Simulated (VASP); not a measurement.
# AlP in VASP: work function with PBEsol

Aim: the work function of AlP with PBEsol.

Everything below comes from runs of VASP 6.6.1. Logs are shortened: lines on timing, memory, paths and dates and some standing lists are left out, and cuts for length are marked.

### Step 1. The structure

The cell holds a slab with vacuum, 10 atoms: a = 5.451 Å, b = 3.854 Å, c = 23.709 Å, α = 90.00°, β = 90.00°, γ = 90.00°.

### Step 2. Work function, PBEsol

Input file INCAR:

```
SYSTEM = AlP
PREC = Accurate
ENCUT = 520
EDIFF = 1E-7
ISMEAR = 0
SIGMA = 0.05
LREAL = .False.
LASPH = .True.
NELM = 60
ALGO = Fast
ISIF = 2
LWAVE = .False.
LCHARG = .True.
LDIPOL = .True.
IDIPOL = 3
DIPOL = 0.5 0.5 0.500
GGA = PS
LVHAR = .True.
LVACPOTAV = .True.
KPAR = 8
```

Input file KPOINTS:

```
regular mesh
0
Gamma
  4 6 1
  0 0 0
```

Input file POSCAR:

```
AlP                                     
1.0
    5.4510000000      0.0000000000      0.0000000000
    0.0000000000      3.8544390640      0.0000000000
    0.0000000000      0.0000000000     23.7088781280
  Al              P             
     5     5
Direct
     0.5553792284714477    0.5000000000000000    0.3556237691939115
     0.9748555466439247    0.0000000000000000    0.4151136775687997
     0.4803041155018580    0.5000000000000000    0.5000000000000000
     0.9748555466439246    0.0000000000000000    0.5848863224312001
     0.5553792284714477    0.5000000000000000    0.6443762308060887
     0.7594300672363776    1.0000000000000000    0.3285811099094048
     0.2269911125709073    0.5000000000000000    0.4184655168358683
     0.7363839746528282    0.0000000000000000    0.5000000000000000
     0.2269911125709073    0.5000000000000000    0.5815344831641317
     0.7594300672363776    0.0000000000000000    0.6714188900905952
```

Potentials or basis: VASP PAW PBE potentials, release 64 (Al, P).

Started as:

```sh
$ cat potpaw_PBE.64/Al/POTCAR potpaw_PBE.64/P/POTCAR > POTCAR
$ mpirun -np 8 vasp_std > vasp.out
```

OUTCAR:

```text
SYSTEM = AlP
   PREC = Accurate
   ENCUT = 520
   EDIFF = 1E-7
   ISMEAR = 0
   LREAL = .False.
   LASPH = .True.
   NELM = 60
   ISIF = 2
   GGA = PS

 ion  position               nearest neighbor table
   1  0.555  0.500  0.356-   6 2.32   6 2.32   7 2.33   2 3.31   2 3.31
   2  0.975  0.000  0.415-   6 2.36   7 2.37   7 2.37   8 2.40   1 3.31   1 3.31
   3  0.480  0.500  0.500-   7 2.38   9 2.38   8 2.38   8 2.38
   4  0.975  0.000  0.585-  10 2.36   9 2.37   9 2.37   8 2.40   5 3.31   5 3.31
   5  0.555  0.500  0.644-  10 2.32  10 2.32   9 2.33   4 3.31   4 3.31
   6  0.759  0.000  0.329-   1 2.32   1 2.32   2 2.36
   7  0.227  0.500  0.418-   1 2.33   2 2.37   2 2.37   3 2.38
   8  0.736  0.000  0.500-   3 2.38   3 2.38   4 2.40   2 2.40
   9  0.227  0.500  0.582-   5 2.33   4 2.37   4 2.37   3 2.38
  10  0.759  0.000  0.671-   5 2.32   5 2.32   4 2.36

  LATTYP: Found a simple orthorhombic cell.
 ALAT       =     3.8544390640
 B/A-ratio  =     1.4142135625
 C/A-ratio  =     6.1510579709

  Lattice vectors:

 A1 = (   0.0000000000,  -3.8544390640,   0.0000000000)
 A2 = (   5.4510000000,   0.0000000000,   0.0000000000)
 A3 = (   0.0000000000,   0.0000000000,  23.7088781280)

Analysis of symmetry for initial positions (statically):
=====================================================================
 Subroutine PRICEL returns:
 Original cell was already a primitive cell.

 Routine SETGRP: Setting up the symmetry group for a
 simple orthorhombic supercell.

 Subroutine GETGRP returns: Found  4 space group operations
 (whereof  4 operations were pure point group operations)
 out of a pool of  8 trial point group operations.

The static configuration has the point symmetry C_2v.

Analysis of symmetry for dynamics (positions and initial velocities):
=====================================================================
 Subroutine PRICEL returns:
 Original cell was already a primitive cell.

 Routine SETGRP: Setting up the symmetry group for a
 simple orthorhombic supercell.

 Subroutine GETGRP returns: Found  4 space group operations
 (whereof  4 operations were pure point group operations)
 out of a pool of  8 trial point group operations.

The dynamic configuration has the point symmetry C_2v.

 Subroutine INISYM returns: Found  4 space group operations
 (whereof  4 operations are pure point group operations),
 and found     1 'primitive' translations

----------------------------------------------------------------------------------------

                                     Primitive cell

  volume of cell :     498.1365

  direct lattice vectors                    reciprocal lattice vectors
     5.451000000  0.000000000  0.000000000     0.183452578  0.000000000  0.000000000
     0.000000000  3.854439064  0.000000000     0.000000000  0.259441123  0.000000000
     0.000000000  0.000000000 23.708878128     0.000000000  0.000000000  0.042178293

  length of vectors
     5.451000000  3.854439064 23.708878128     0.183452578  0.259441123  0.042178293

  position of ions in fractional coordinates (direct lattice)
     0.555379228  0.500000000  0.355623769
     0.974855547  0.000000000  0.415113678
     0.480304116  0.500000000  0.500000000
     0.974855547  0.000000000  0.584886322
     0.555379228  0.500000000  0.644376231
     0.759430067  0.000000000  0.328581110
     0.226991113  0.500000000  0.418465517
     0.736383975  0.000000000  0.500000000
     0.226991113  0.500000000  0.581534483
     0.759430067  0.000000000  0.671418890

  ion indices of the primitive-cell ions
   primitive index   ion index
                 1           1
                 2           2
                 3           3
                 4           4
                 5           5
                 6           6
                 7           7
                 8           8
                 9           9
                10          10

----------------------------------------------------------------------------------------

 KPOINTS: regular mesh

Automatic generation of k-mesh.
 Grid dimensions read from file:
 generate k-points for:    4    6    1

 Generating k-lattice:

  Cartesian coordinates                     Fractional coordinates (reciprocal lattice)
     0.045863144  0.000000000  0.000000000     0.250000000  0.000000000  0.000000000
     0.000000000  0.043240187  0.000000000     0.000000000  0.166666667  0.000000000
     0.000000000  0.000000000  0.042178293     0.000000000  0.000000000  1.000000000

  Length of vectors
     0.045863144  0.043240187  0.042178293

  Shift w.r.t. Gamma in fractional coordinates (k-lattice)
     0.000000000  0.000000000  0.000000000

 Subroutine IBZKPT returns following result:
 ===========================================

 Found     12 irreducible k-points:

 Following reciprocal coordinates:
            Coordinates               Weight
  0.000000  0.000000  0.000000      1.000000
  0.250000  0.000000  0.000000      2.000000
  0.500000  0.000000  0.000000      1.000000
  0.000000  0.166667  0.000000      2.000000
  0.250000  0.166667  0.000000      4.000000
  0.500000  0.166667  0.000000      2.000000
  0.000000  0.333333  0.000000      2.000000
  0.250000  0.333333  0.000000      4.000000
  0.500000  0.333333  0.000000      2.000000
  0.000000  0.500000  0.000000      1.000000
  0.250000  0.500000  0.000000      2.000000
  0.500000  0.500000  0.000000      1.000000
   k-points           NKPTS =     12   k-points in BZ     NKDIM =     12   number of bands    NBANDS=     26
   number of dos      NEDOS =    301   number of ions     NIONS =     10
   total plane-waves  NPLWV = 226800
   dimension x,y,z NGX =    42 NGY =   30 NGZ =  180
   dimension x,y,z NGXF=    84 NGYF=   60 NGZF=  360
   ions per type =               5   5
   NGX,Y,Z   is equivalent  to a cutoff of  12.81, 12.94, 12.62 a.u.
   NGXF,Y,Z  is equivalent  to a cutoff of  25.62, 25.88, 25.24 a.u.
 SYSTEM =  AlP
   PREC   = accura    normal or accurate (medium, high low for compatibility)
   ISTART =      0    job   : 0-new  1-cont  2-samecut
   ICHARG =      2    charge: 1-file 2-atom 10-const
   ISPIN  =      1    spin polarized calculation?
   LNONCOLLINEAR =      F non collinear calculations
   LSORBIT =      F    spin-orbit coupling
   LASPH  =      T    aspherical Exc in radial PAW
   ENCUT  =  520.0 eV  38.22 Ry    6.18 a.u.  10.14  7.17 44.08*2*pi/ulx,y,z
   NELM   =     60;   NELMIN=  2; NELMDL= -5     # of ELM steps
   EDIFF  = 0.1E-06   stopping-criterion for ELM
   LREAL  =      F    real-space projection
   EDIFFG = 0.1E-05   stopping-criterion for IOM
   NSW    =      0    number of steps for IOM
   IBRION =     -1    ionic relax: 0-MD 1-quasi-New 2-CG
   NFREE  =      0    steps in history (QN), initial steepest desc. (CG)
   ISIF   =      2    stress and relaxation
   ISYM   =      2    0-nonsym 1-usesym 2-fastsym
   POTIM  = 0.5000    time-step for ionic-motion
   TEBEG  =    0.0;   TEEND  =   0.0 temperature during run
   PSTRESS=    0.0 pullay stress
   NELECT =      40.0000    total number of electrons
   NUPDOWN=      -1.0000    fix difference up-down
   EMIN   =  10.00;   EMAX   =-10.00  energy-range for DOS
   EFERMI =   0.00;   METHOD = LEGACY
   ISMEAR =     0;   SIGMA  =   0.05  broadening in eV -4-tet -1-fermi 0-gaus
   EFERMI_NEDOS =   21; number of points for ismear=-14 and -15
   IALGO  =     68    algorithm
   IMIX   =      4    mixing-type and parameters
     AMIX     =   0.40;   BMIX     =  1.00
     AMIX_MAG =   1.60;   BMIX_MAG =  1.00
  volume/ion in A,a.u.               =      49.81       336.16
  Fermi-wavevector in a.u.,A,eV,Ry     =   0.706283  1.334681  6.787070  0.498836
  Thomas-Fermi vector in A             =   1.792022
   LORBIT       =      0    0 simple, 1 ext, 2 COOP (PROOUT), +10 PAW based schemes
   GGA     = PS    functional components
   LHFCALC =     F    Hartree Fock is set to
   AEXX    =    0.0000 exact exchange contribution
   IVDW    =     0    specifies the selected vdW correction
   LEPSILON=     F    determine dielectric tensor
   LRPA    =     F    only Hartree local field effects (RPA)
 non-spin polarized calculation
 RMM-DIIS sequential band-by-band and
 Gauss-broadening in eV      SIGMA  =   0.05
  energy-cutoff  :      520.00
  volume of cell :      498.14
 maximum number of plane-waves:     13463
 NGX is ok and might be reduce to    42
   NGX = 21   NGY = 15   NGZ = 89

 dipolmoment           0.000000      0.000000      0.000000 electrons x Angstroem

 number of electron      40.0000002 magnetization

 dipolmoment           0.000000      0.000000     -0.000000 electrons x Angstroem

 Free energy of the ion-electron system (eV)
  ---------------------------------------------------
  ext. energy  EPLUGINS =         0.00000000
  ---------------------------------------------------
  free energy    TOTEN  =       -52.35711426 eV

  energy without entropy =      -52.35711426  energy(sigma->0) =      -52.35711426

 E-fermi :  -1.2740     XC(G=0):  -4.4021

 val. band max:       -1.4980185819   @ k =   0.0000   0.0000   0.0000
 cond. band min:      -0.6182407222   @ k =   0.0000   0.5000   0.0000
 fundamental gap:      0.8797778597
 Fermi energy:        -1.2740446674

 k-point     1 :       0.0000    0.0000    0.0000
  band No.  band energies     occupation
      1     -12.8068      2.00000
      2     -12.1522      2.00000
      3     -11.1736      2.00000
      4     -10.6592      2.00000
      5     -10.5727      2.00000
      6      -6.6885      2.00000
[... 18 lines left out ...]
     25       1.9545      0.00000
     26       2.2953      0.00000
[... 296 lines left out ...]
      4     -10.4057      2.00000
      5     -10.2553      2.00000
      6      -7.2073      2.00000
[... 18 lines left out ...]
     25       2.2784      0.00000
     26       3.0469      0.00000

------------------------ aborting loop because EDIFF is reached ----------------------------------------

  FORCE on cell =-STRESS in cart. coord.  units (eV):
  Direction    XX          YY          ZZ          XY          YZ          ZX
  --------------------------------------------------------------------------------------
  -------------------------------------------------------------------------------------
  Total       -0.5503407     -1.4129652     -0.0488078      0.0000000      0.0000000      0.0000000
  in kB       -1.7700837     -4.5445793     -0.1569824      0.0000000      0.0000000      0.0000000
  external PRESSURE =      -2.1572151 kB  Pullay stress =       0.0000000 kB

 VOLUME and BASIS-vectors are now :
 -----------------------------------------------------------------------------
  energy-cutoff  :      520.00
  volume of cell :      498.14
      direct lattice vectors                 reciprocal lattice vectors
     5.451000000  0.000000000  0.000000000     0.183452578  0.000000000  0.000000000
     0.000000000  3.854439064  0.000000000     0.000000000  0.259441123  0.000000000
     0.000000000  0.000000000 23.708878128     0.000000000  0.000000000  0.042178293

 POSITION                                       TOTAL-FORCE (eV/Angst)
 -----------------------------------------------------------------------------------
      3.02737      1.92722      8.43144        -0.006730     -0.000000      0.012082
      5.31394      0.00000      9.84188        -0.000904      0.000000     -0.006042
      2.61814      1.92722     11.85444         0.001501     -0.000000      0.000000
      5.31394      0.00000     13.86700        -0.000904     -0.000000      0.006042
      3.02737      1.92722     15.27744        -0.006730     -0.000000     -0.012082
      4.13965      0.00000      7.79029         0.001125     -0.000000     -0.003316
      1.23733      1.92722      9.92135         0.004383     -0.000000     -0.002487
      4.01403      0.00000     11.85444         0.002751     -0.000000      0.000000
      1.23733      1.92722     13.78753         0.004383     -0.000000      0.002487
      4.13965      0.00000     15.91859         0.001125      0.000000      0.003316
 -----------------------------------------------------------------------------------
    total drift:                                0.000908      0.000000      0.000001

  FREE ENERGIE OF THE ION-ELECTRON SYSTEM (eV)
  ---------------------------------------------------
  free  energy   TOTEN  =       -52.3571142599 eV

  energy  without entropy=      -52.3571142599  energy(sigma->0) =      -52.35711426

 vacuum level on the upper side and lower side of the slab         4.183         4.183
```

Run time: 2 min. Hardware: 8 MPI ranks of Intel Xeon Platinum 8259CL at 2.50GHz (Skylake/Cascade Lake), shared host; peak memory 0.58 GiB.

Results:

```
Free energy                            : -52.3571 eV
Largest force                          : 0.014 eV/Å
Band gap on the k mesh                 : 0.88 eV, indirect (least direct gap 1.27 eV)
Ionisation potential of the upper face : 5.68 eV
```

Forces in eV/Å, atoms in the order of the input:
```
Al  -0.007  0.000  0.012
Al  -0.001  0.000 -0.006
Al   0.002  0.000  0.000
Al  -0.001  0.000  0.006
Al  -0.007  0.000 -0.012
P    0.001  0.000 -0.003
P    0.004  0.000 -0.002
P    0.003  0.000  0.000
P    0.004  0.000  0.002
P    0.001  0.000  0.003
```

Caveat: the PAW data sets were made with another functional, which shifts forces and pressure a little.
